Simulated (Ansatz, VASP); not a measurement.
## Two plane-wave programs on Sn

```xyz
1
Lattice="-1.8947 1.8947 1.8947 1.8947 -1.8947 1.8947 1.8947 1.8947 -1.8947" Properties=species:S:1:pos:R:3 pbc="T T T"
Sn    0.0000    0.0000    0.0000
```

This isn't the form of Sn at room conditions, which is tetragonal (white tin).

Alike in both runs: task relaxation of cell and atoms; functional PBE; k mesh 10 × 10 × 10; occupations fermi-dirac, width 0.05 eV; no spin polarisation.

|  | VASP | Ansatz |
| --- | --- | --- |
| version | VASP 6.6.1 | Ansatz 0.2.0 |
| potentials or method | VASP PAW PBE potentials, release 64 (Sn_d) | Ansatz PAW |
| plane-wave cutoff (eV) | 600 | 420 |
| valence electrons in the cell | 14 | 14 |

|  | VASP | Ansatz | Ansatz less VASP |
| --- | --- | --- | --- |
| gap on the k mesh at the Fermi level, each at its own relaxed structure (eV) | none | none | - |
| relaxed volume (Å³/atom) | 27.58 | 27.58 | -0.002 |
| relaxed cell length with the largest relative difference (Å) | 3.297 | 3.297 | -0.0001 |

A gap of «none» marks a metal or a gap that the smearing closes.

Caveats: the plane-wave basis is chosen anew once the cell has moved, so the energies of steps on either side of that aren't comparable (Ansatz).
